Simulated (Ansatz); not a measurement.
**As in Ansatz: convergence with k mesh**

Input of the first run (k mesh 2 × 2 × 2); the others differ in this setting and in those tied to it:

File input.yaml:

```yaml
crystal:
  lattice:
    - [1.8807968987, 1.0858785957, 3.5140619945]
    - [-1.8807968987, 1.0858785957, 3.5140619945]
    - [0.0, -2.1717571915, 3.5140619945]
  atoms:
    - { symbol: As, position: [0.226, 0.226, 0.226] }
    - { symbol: As, position: [0.774, 0.774, 0.774] }
kpoints:
  mp_grid: { grid: [2, 2, 2] }
scf:
  occupations: { method: fermi_dirac, width: 0.05 }
hamiltonian:
  xc: pbe
  pseudopotentials: { kind: all_electron, lapw: { basis_error: 0.001 } }
output:
  forces: true
  stress: true
  eigenvalues: true
```

Potentials or basis: all-electron LAPW, scalar-relativistic.

Command:

```console
$ ansatz run input.yaml --threads 1 --pin off --max-ram 3072MiB --backend cpu --events-out ev --progress --plain --runs-dir out
```

Hardware: 1 thread of Intel(R) Xeon(R) Processor @ 2.50GHz (Skylake/Cascade Lake), on a shared host.

Problem. The values tried are 2 × 2 × 2, 3 × 3 × 3, 4 × 4 × 4, 6 × 6 × 6, 7 × 7 × 7, 9 × 9 × 9, 11 × 11 × 11, 13 × 13 × 13, loosest first. From which on does the pressure stay within 0.1 GPa of the tightest run that finished?

Solution. From 9 × 9 × 9 on.

```
      k mesh  energy less the tightest run, at zero smearing (meV/atom)  pressure (GPa)  largest force (eV/Å)  SCF cycles  CPU time (s)  peak memory (GiB)
   2 × 2 × 2                                                     946.97           16.16                 2.174           9           4.9               0.26
   3 × 3 × 3                                                     -65.84            4.31                 0.079           7             5               0.25
   4 × 4 × 4                                                     -38.47            3.71                 0.085           7           8.1               0.27
   6 × 6 × 6                                                     -20.11            3.60                 0.325           7            17                0.3
   7 × 7 × 7                                                     -11.52            3.63                 0.388           9            26               0.33
   9 × 9 × 9                                                      -4.30            3.72                 0.426           9            48               0.41
11 × 11 × 11                                                      -1.51            3.75                 0.430           9            80               0.54
13 × 13 × 13                                                       0.00            3.79                 0.429           8           120               0.71
```

Against the tightest run, the largest force stays within 0.005 eV/Å from 9 × 9 × 9 on. Not settled before the last step: the energy (to 1 meV/atom). Meshes of other sizes hit other points, so gaps and Fermi surfaces needn't settle smoothly. The tightest run that finished is the yardstick and may itself not be fully converged.
